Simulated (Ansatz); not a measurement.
**Si2Mo: a sublattice displacement scan**

Aim: for Si2Mo, map the energy as every Si atom is pushed off its site.

Program: Ansatz 0.2.0. Level of theory: DFT PBEsol, scalar-relativistic, plane waves, PAW. These are calculated values, not measurements.

2 further runs of the same task are left out: 2 set aside as unsound or not needed. Runs told in other sessions of the task aren't counted.

## Step 1: The structure to begin with

The structure is tetragonal, space group I4/mmm (No. 139). Conventional cell: a = 3.190 Å, b = 3.190 Å, c = 7.821 Å, α = 90.00°, β = 90.00°, γ = 90.00°. Si (site symmetry 4mm) has 5 Si at 2.58 to 2.62 Å and 5 Mo at 2.60 to 2.62 Å in its first shell of neighbours. Mo (site symmetry 4/mmm) has 10 Si at 2.60 to 2.62 Å in its first shell of neighbours.

As a file:

```cif
data_structure
_symmetry_space_group_name_H-M 'I4/mmm'
_symmetry_Int_Tables_number 139
_cell_length_a 3.1901
_cell_length_b 3.1901
_cell_length_c 7.8214
_cell_angle_alpha 90.000
_cell_angle_beta 90.000
_cell_angle_gamma 90.000
_cell_volume 79.59
loop_
_atom_site_label
_atom_site_type_symbol
_atom_site_symmetry_multiplicity
_atom_site_Wyckoff_symbol
_atom_site_fract_x
_atom_site_fract_y
_atom_site_fract_z
_atom_site_occupancy
Si1 Si 4 e 0.00000 0.00000 0.33506 1
Mo1 Mo 2 a 0.00000 0.00000 0.00000 1
```

This cell was relaxed beforehand with the same method: volume 13.27 Å³/atom, gap on the mesh none (metal).

## Step 2: The reference cell

Reference values: F = -6142.2680 eV; pressure -0.01 GPa; largest force 0.004 eV/Å; gap on the mesh none (metal). It was computed beforehand with the settings of the runs below.

## Step 3: Setting up a sublattice displacement scan

Every Si atom is moved by x along the Cartesian unit vector (0.707, -0.707, 0.000); the cell and all other atoms stay fixed. Forces below are components along that vector, summed over the moved atoms.

## Step 4: At x = -0.500 Å

Input file input.yaml:

```yaml
crystal:
  lattice:
    - [-1.595035085, 1.595035085, 3.9106920018]
    - [1.595035085, -1.595035085, 3.9106920018]
    - [1.595035085, 1.595035085, -3.9106920018]
  atoms:
    - { symbol: Si, position: [0.4458890107, 0.2242303187, 0.0] }
    - { symbol: Si, position: [0.7757696813, 0.5541109893, 0.0] }
    - { symbol: Mo, position: [0.0, 0.0, 0.0] }
basis:
  ecutwfc: 420
kpoints:
  mp_grid: { grid: [20, 20, 20] }
hamiltonian:
  xc: pbesol
scf:
  occupations: { method: gaussian, width: 0.15 }
output:
  forces: true
  stress: true
  eigenvalues: true
  write_density: true
  write_potential: true
  elf: true
  volumetric_format: npy
```

Launch:

```console
$ ansatz run input.yaml --threads 1 --pin off --max-ram 2560MiB --backend cpu --events-out ev --progress --plain --runs-dir out
```

Output, cut to the lines that bear on the results:

```text
Warning: RAYON_NUM_THREADS=1 ignored (pool sized by the plan → 1); use --threads N
[...]
Pseudopotentials: kind: paw
Pseudopotential: Si, paw, valence charge 4, recommended cutoff 420 eV (normal), Si.paw.azcp
Pseudopotential: Mo, paw, valence charge 14, recommended cutoff 420 eV (normal), Mo.paw.azcp
Functional definition: PBEsol
[...]
Crystal: 3 atoms, lattice volume = 39.797 Å³
Basis set: ecut = 420 eV, 769 PW (Γ), exchange–correlation on 64×64×64 points (8 copies of the dense FFT grid, shifted against one another)
Bands: 15, of which v1, the nominal top of the filled ones, is band 11 counted from 1 (10 counted from 0)
Symmetry: 4 space group operations
Space group: Fmm2 (ITA 42), of the structure as read, at distance tolerance 3.4e-5 Å
k-points: 1166 of 8000 (time reversal used)
[...]
SCF iter   1: F=—  HF=-6140.618415 eV  |F-HF|=—  |Δ(HF+E_count)|=         —  Δρ=5.40e-3  dr2=7.94e-3  ethr=1.77e-3  ⟨swp⟩=5.0  Hψ=97031  notcnv=0
[...]
SCF iter   6: F=-6140.617463 eV  HF=-6140.617463 eV  |F-HF|=6.13e-10  |Δ(HF+E_count)|=  3.35e-10  Δρ=2.81e-6  dr2=2.35e-9  ethr=3.63e-10  ⟨swp⟩=6.0  Hψ=105389  notcnv=0
the search or the solves at the SCF's close seem to have found levels that the self-consistency loop had missed (the run counts 1). By its estimate they hold under 1e-12 electrons; where the run keeps them, the occupations were computed again with them
[...]
SCF converged after 6 iterations
Free energy (F): -6140.617463 eV
[...]
E sigma→0 (E₀):  -6140.617069 eV
Entropy (-TS):   -0.000789 eV (-0.263 meV/atom)
Fermi energy:    16.023402 eV
[...]
--- Forces (eV/Å), atoms counted from 1 ---
  atom   1  Si     2.86034267    -2.86034267    -1.93110160
  atom   2  Si     2.86034267    -2.86034267     1.93110160
  atom   3  Mo    -5.72068422     5.72068422     0.00000000
[...]
--- Stress (GPa, compression-positive) ---
       19.380064     -21.563980      -0.000000
      -21.563980      19.380064       0.000000
        0.000000       0.000000      18.996890
  P = ⅓ Tr σ = 19.2523 GPa (192.523 kbar)
--- Band table (eV; the first three rows and the last of 1166) ---
  k-point 0: bands = ["-44.3748", "-18.7063", "-18.6142", "-18.4249", "2.5938", "9.6788", "12.2103", "12.3698", "13.6204", "13.8028", "16.0252", "17.5789", "18.3564", "19.9205", "20.8081"]
[...]
```

Run time: 67 s. Hardware: 1 thread of Intel Xeon Platinum 8488C (Sapphire Rapids), shared host; peak memory 1 GiB.

The maps below are laid out on this run's own conventional cell (a, b, c = 4.511, 7.821, 4.511 Å).

Density in a lattice plane of the grid's cell (edges 7.82 and 4.51 Å, at 0.000 of the third edge), which holds Si and Mo.

Values in e/Å³, 6 rows by 12 columns:
```
2.37 1.07 0.51 0.34 0.25 0.22 0.20 0.22 0.25 0.34 0.51 1.07
0.45 0.51 0.14 0.39 0.30 0.75 2.34 0.75 0.30 0.39 0.14 0.51
0.27 0.34 0.25 0.45 0.40 3.19 6.34 3.19 0.40 0.45 0.25 0.34
0.20 0.22 0.25 0.34 0.51 1.07 2.37 1.07 0.51 0.34 0.25 0.22
2.34 0.75 0.30 0.39 0.14 0.51 0.45 0.51 0.14 0.39 0.30 0.75
6.34 3.19 0.40 0.45 0.25 0.34 0.27 0.34 0.25 0.45 0.40 3.19
```
Columns run along the first of these edges and rows up along the second, over one cell in 12 and 6 even steps from the bottom left corner. Atoms in the plane (fractional): Si at (0.34, 0.11), Si at (0.84, 0.61), Si at (0.16, 0.61), Si at (0.66, 0.11), Mo at (0.00, 0.00), Mo at (0.50, 0.50).

ELF in the same plane.

Values, 6 rows by 12 columns:
```
0.55 0.48 0.70 0.64 0.48 0.37 0.26 0.37 0.48 0.64 0.70 0.48
0.51 0.58 0.34 0.59 0.45 0.35 0.66 0.35 0.45 0.59 0.34 0.58
0.41 0.45 0.24 0.76 0.37 0.63 0.24 0.63 0.37 0.76 0.24 0.45
0.26 0.37 0.48 0.64 0.70 0.48 0.55 0.48 0.70 0.64 0.48 0.37
0.66 0.35 0.45 0.59 0.34 0.58 0.51 0.58 0.34 0.59 0.45 0.35
0.24 0.63 0.37 0.76 0.24 0.45 0.41 0.45 0.24 0.76 0.37 0.63
```
Columns run along the first of these edges and rows up along the second, over one cell in 12 and 6 even steps from the bottom left corner. Atoms in the plane (fractional): Si at (0.34, 0.11), Si at (0.84, 0.61), Si at (0.16, 0.61), Si at (0.66, 0.11), Mo at (0.00, 0.00), Mo at (0.50, 0.50).

Both are smooth fields of the valence electrons: close to the nuclei they are not physical.

Maxima of ELF outside the ion cores: 0.79 on the Si–Mo line, 0.9 Å from Si; 0.75 beside Si, off the lines to its neighbours, 0.9 Å from Si.

## Step 5: At x = 0.375 Å

Input file input.yaml:

```yaml
crystal:
  lattice:
    - [-1.595035085, 1.595035085, 3.9106920018]
    - [1.595035085, -1.595035085, 3.9106920018]
    - [1.595035085, 1.595035085, -3.9106920018]
  atoms:
    - { symbol: Si, position: [0.2519376552, 0.4181816742, 0.0] }
    - { symbol: Si, position: [0.5818183258, 0.7480623448, 0.0] }
    - { symbol: Mo, position: [0.0, 0.0, 0.0] }
basis:
  ecutwfc: 420
kpoints:
  mp_grid: { grid: [20, 20, 20] }
hamiltonian:
  xc: pbesol
scf:
  occupations: { method: gaussian, width: 0.15 }
output:
  forces: true
  stress: true
  eigenvalues: true
```

Launch:

```console
$ ansatz run input.yaml --threads 1 --pin off --max-ram 2560MiB --backend cpu --events-out ev --progress --plain --runs-dir out
```

Output, cut to the lines that bear on the results:

```text
[...]
SCF converged after 6 iterations
Free energy (F): -6141.433413 eV
[...]
E sigma→0 (E₀):  -6141.432395 eV
Entropy (-TS):   -0.002036 eV (-0.679 meV/atom)
Fermi energy:    16.044073 eV
[...]
--- Forces (eV/Å), atoms counted from 1 ---
  atom   1  Si    -1.80602650     1.80602650    -0.95558985
  atom   2  Si    -1.80602650     1.80602650     0.95558985
  atom   3  Mo     3.61205870    -3.61205870     0.00000000
[...]
--- Stress (GPa, compression-positive) ---
       11.240949     -12.734300       0.000000
      -12.734300      11.240949       0.000000
        0.000000      -0.000000       9.290414
  P = ⅓ Tr σ = 10.5908 GPa (105.908 kbar)
--- Band table (eV; the first three rows and the last of 1166) ---
  k-point 0: bands = ["-44.4299", "-18.6967", "-18.6033", "-18.5064", "2.5891", "9.6566", "12.3944", "12.5965", "13.5531", "13.6545", "16.1532", "18.1521", "18.6706", "19.9042", "20.3342"]
[...]
```

It took 42 s on 1 thread of Intel Xeon Platinum 8488C (Sapphire Rapids), shared host; peak memory 1 GiB.

## Step 6: At x = -0.250 Å

input.yaml: that of step 5 with these lines changed.

```diff
@@ -6,4 +6,4 @@
   atoms:
-    - { symbol: Si, position: [0.2519376552, 0.4181816742, 0.0] }
-    - { symbol: Si, position: [0.5818183258, 0.7480623448, 0.0] }
+    - { symbol: Si, position: [0.3904743377, 0.2796449917, 0.0] }
+    - { symbol: Si, position: [0.7203550083, 0.6095256623, 0.0] }
     - { symbol: Mo, position: [0.0, 0.0, 0.0] }
```

Launch:

```console
$ ansatz run input.yaml --threads 1 --pin off --max-ram 2560MiB --backend cpu --events-out ev --progress --plain --runs-dir out
```

Output, cut to the lines that bear on the results:

```text
Warning: RAYON_NUM_THREADS=1 ignored (pool sized by the plan → 1); use --threads N
[...]
[... 4 set-up lines as earlier in the session ...]
[...]
Crystal: 3 atoms, lattice volume = 39.797 Å³
Basis set: ecut = 420 eV, 769 PW (Γ), FFT grids on a1+a3, a2+a3, a3, exchange–correlation on 48×48×64 points (8 copies of the dense FFT grid, shifted against one another)
Bands: 15, of which v1, the nominal top of the filled ones, is band 11 counted from 1 (10 counted from 0)
[... 2 set-up lines as earlier in the session ...]
k-points: 1166 of 8000 (time reversal used)
[...]
SCF iter   1: F=—  HF=-6141.928819 eV  |F-HF|=—  |Δ(HF+E_count)|=         —  Δρ=4.57e-3  dr2=4.31e-3  ethr=1.77e-3  ⟨swp⟩=5.0  Hψ=98295  notcnv=0
[...]
SCF iter   6: F=-6141.928022 eV  HF=-6141.928022 eV  |F-HF|=1.54e-9  |Δ(HF+E_count)|=   2.29e-8  Δρ=3.35e-6  dr2=3.79e-9  ethr=4.55e-10  ⟨swp⟩=4.1  Hψ=57989  notcnv=0
[...]
SCF converged after 6 iterations
Free energy (F): -6141.928022 eV
[...]
E sigma→0 (E₀):  -6141.926614 eV
Entropy (-TS):   -0.002817 eV (-0.939 meV/atom)
Fermi energy:    16.053731 eV
[...]
--- Forces (eV/Å), atoms counted from 1 ---
  atom   1  Si     1.03321209    -1.03321209    -0.38831449
  atom   2  Si     1.03321209    -1.03321209     0.38831449
  atom   3  Mo    -2.06643048     2.06643048     0.00000000
[...]
--- Stress (GPa, compression-positive) ---
        5.100503      -5.851333      -0.000000
       -5.851333       5.100503       0.000000
        0.000000       0.000000       3.664913
  P = ⅓ Tr σ = 4.6220 GPa (46.220 kbar)
--- Band table (eV; the first three rows and the last of 1166) ---
  k-point 0: bands = ["-44.4816", "-18.7035", "-18.6124", "-18.5737", "2.5874", "9.6366", "12.5474", "12.7799", "13.4972", "13.5403", "16.2958", "18.6671", "18.9731", "19.8213", "19.9616"]
[...]
```

Run time: 42 s. Hardware: 1 thread of Intel Xeon Platinum 8488C (Sapphire Rapids), shared host; peak memory 1 GiB.

## Step 7: Point x = 0.125 Å

input.yaml: that of step 6 with these lines changed.

```diff
@@ -6,4 +6,4 @@
   atoms:
-    - { symbol: Si, position: [0.3904743377, 0.2796449917, 0.0] }
-    - { symbol: Si, position: [0.7203550083, 0.6095256623, 0.0] }
+    - { symbol: Si, position: [0.3073523282, 0.3627670012, 0.0] }
+    - { symbol: Si, position: [0.6372329988, 0.6926476718, 0.0] }
     - { symbol: Mo, position: [0.0, 0.0, 0.0] }
```

Launch:

```console
$ ansatz run input.yaml --threads 1 --pin off --max-ram 2560MiB --backend cpu --events-out ev --progress --plain --runs-dir out
```

Output, cut to the lines that bear on the results:

```text
[...]
SCF converged after 6 iterations
Free energy (F): -6142.187835 eV
[...]
E sigma→0 (E₀):  -6142.186495 eV
Entropy (-TS):   -0.002680 eV (-0.893 meV/atom)
Fermi energy:    16.069403 eV
[...]
--- Forces (eV/Å), atoms counted from 1 ---
  atom   1  Si    -0.46274293     0.46274293    -0.08998578
  atom   2  Si    -0.46274293     0.46274293     0.08998578
  atom   3  Mo     0.92548945    -0.92548945     0.00000000
[...]
--- Stress (GPa, compression-positive) ---
        1.298179      -1.492107       0.000000
       -1.492107       1.298179      -0.000000
       -0.000000       0.000000       0.820477
  P = ⅓ Tr σ = 1.1389 GPa (11.389 kbar)
--- Band table (eV; the first three rows and the last of 1166) ---
  k-point 0: bands = ["-44.5149", "-18.7115", "-18.6230", "-18.6140", "2.5866", "9.6237", "12.6492", "12.9027", "13.4588", "13.4691", "16.4177", "19.0618", "19.2159", "19.7024", "19.7226"]
[...]
```

Wall time 45 s (1 thread of Intel Xeon Platinum 8488C (Sapphire Rapids), shared host); peak memory 1 GiB.

## Step 8: Point x = 0.438 Å

input.yaml: that of step 7 with these lines changed.

```diff
@@ -6,4 +6,4 @@
   atoms:
-    - { symbol: Si, position: [0.3073523282, 0.3627670012, 0.0] }
-    - { symbol: Si, position: [0.6372329988, 0.6926476718, 0.0] }
+    - { symbol: Si, position: [0.238083987, 0.4320353424, 0.0] }
+    - { symbol: Si, position: [0.5679646576, 0.761916013, 0.0] }
     - { symbol: Mo, position: [0.0, 0.0, 0.0] }
```

Launch:

```console
$ ansatz run input.yaml --threads 1 --pin off --max-ram 2560MiB --backend cpu --events-out ev --progress --plain --runs-dir out
```

Output, cut to the lines that bear on the results:

```text
Warning: RAYON_NUM_THREADS=1 ignored (pool sized by the plan → 1); use --threads N
[...]
[... 4 set-up lines as earlier in the session ...]
[...]
Crystal: 3 atoms, lattice volume = 39.797 Å³
Basis set: ecut = 420 eV, 769 PW (Γ), FFT grids on a1+a3, a2+a3, a3, exchange–correlation on 48×48×64 points (8 copies of the dense FFT grid, shifted against one another)
Bands: 15, of which v1, the nominal top of the filled ones, is band 11 counted from 1 (10 counted from 0)
[... 2 set-up lines as earlier in the session ...]
k-points: 1166 of 8000 (time reversal used)
[...]
SCF iter   1: F=—  HF=-6141.072502 eV  |F-HF|=—  |Δ(HF+E_count)|=         —  Δρ=4.88e-3  dr2=5.23e-3  ethr=1.77e-3  ⟨swp⟩=5.0  Hψ=97687  notcnv=0
[...]
SCF iter   6: F=-6141.072018 eV  HF=-6141.072018 eV  |F-HF|=5.52e-10  |Δ(HF+E_count)|=   2.40e-9  Δρ=2.82e-6  dr2=2.03e-9  ethr=2.48e-10  ⟨swp⟩=2.8  Hψ=56099  notcnv=0
[...]
SCF converged after 6 iterations
Free energy (F): -6141.072018 eV
[...]
E sigma→0 (E₀):  -6141.071375 eV
Entropy (-TS):   -0.001287 eV (-0.429 meV/atom)
Fermi energy:    16.036814 eV
[...]
--- Forces (eV/Å), atoms counted from 1 ---
  atom   1  Si    -2.29516582     2.29516582    -1.38388086
  atom   2  Si    -2.29516582     2.29516582     1.38388086
  atom   3  Mo     4.59033453    -4.59033453     0.00000000
[...]
--- Stress (GPa, compression-positive) ---
       15.082504     -16.957810       0.000000
      -16.957810      15.082504       0.000000
        0.000000       0.000000      13.539985
  P = ⅓ Tr σ = 14.5683 GPa (145.683 kbar)
--- Band table (eV; the first three rows and the last of 1166) ---
  k-point 0: bands = ["-44.4022", "-18.6986", "-18.6057", "-18.4670", "2.5910", "9.6676", "12.3046", "12.4871", "13.5856", "13.7254", "16.0853", "17.8704", "18.5136", "19.9218", "20.5607"]
[...]
```

It took 40 s on 1 thread of Intel Xeon Platinum 8488C (Sapphire Rapids), shared host; peak memory 1 GiB.

## Step 9: x = 0.312 Å

input.yaml: that of step 8 with these lines changed.

```diff
@@ -6,4 +6,4 @@
   atoms:
-    - { symbol: Si, position: [0.238083987, 0.4320353424, 0.0] }
-    - { symbol: Si, position: [0.5679646576, 0.761916013, 0.0] }
+    - { symbol: Si, position: [0.2657913235, 0.4043280059, 0.0] }
+    - { symbol: Si, position: [0.5956719941, 0.7342086765, 0.0] }
     - { symbol: Mo, position: [0.0, 0.0, 0.0] }
```

Launch:

```console
$ ansatz run input.yaml --threads 1 --pin off --max-ram 2560MiB --backend cpu --events-out ev --progress --plain --runs-dir out
```

Output, cut to the lines that bear on the results:

```text
[...]
SCF converged after 6 iterations
Free energy (F): -6141.714785 eV
[...]
E sigma→0 (E₀):  -6141.713456 eV
Entropy (-TS):   -0.002657 eV (-0.886 meV/atom)
Fermi energy:    16.048049 eV
[...]
--- Forces (eV/Å), atoms counted from 1 ---
  atom   1  Si    -1.38861240     1.38861240    -0.63066546
  atom   2  Si    -1.38861240     1.38861240     0.63066546
  atom   3  Mo     2.77724558    -2.77724558     0.00000000
[...]
--- Stress (GPa, compression-positive) ---
        7.896117      -9.004172       0.000000
       -9.004172       7.896117       0.000000
        0.000000       0.000000       6.058524
  P = ⅓ Tr σ = 7.2836 GPa (72.836 kbar)
--- Band table (eV; the first three rows and the last of 1166) ---
  k-point 0: bands = ["-44.4573", "-18.6992", "-18.6065", "-18.5429", "2.5880", "9.6460", "12.4762", "12.6947", "13.5235", "13.5924", "16.2244", "18.4197", "18.8254", "19.8699", "20.1331"]
[...]
```

Run time: 42 s. Hardware: 1 thread of Intel Xeon Platinum 8488C (Sapphire Rapids), shared host; peak memory 1 GiB.

## Step 10: Results of the scan

Collected from the runs (energy zero: the undisturbed cell):

```tsv
x (Å)	ΔE (meV/cell)	force on the moved atoms (eV/Å)	pressure (GPa)
-0.500	1650.5	8.090	19.3
-0.250	340.0	2.922	4.6
0.000	0.0	0.000	0.0
0.125	80.2	-1.309	1.1
0.312	553.2	-3.928	7.3
0.375	834.6	-5.108	10.6
0.438	1196.0	-6.492	14.6
```

Not run, since symmetry makes them alike: 0.500 repeats -0.500, -0.375 repeats 0.375, 0.250 repeats -0.250, -0.125 repeats 0.125. Energy, pressure and gap are the same there.

## Step 11: Outcome

```
                                                        quantity                                       value
force constant along x, from the points at -0.250, 0 and 0.125 Å  10.88 eV/Å² for the 2 moved atoms together
```

What this shows: The restoring force grows by 10.88 eV/Å per Å near the site for the 2 atoms together, 5.44 on average. The step of 0.25 Å is wide, so anharmonic terms mix in. The undisturbed cell stays the lowest of the sampled points.
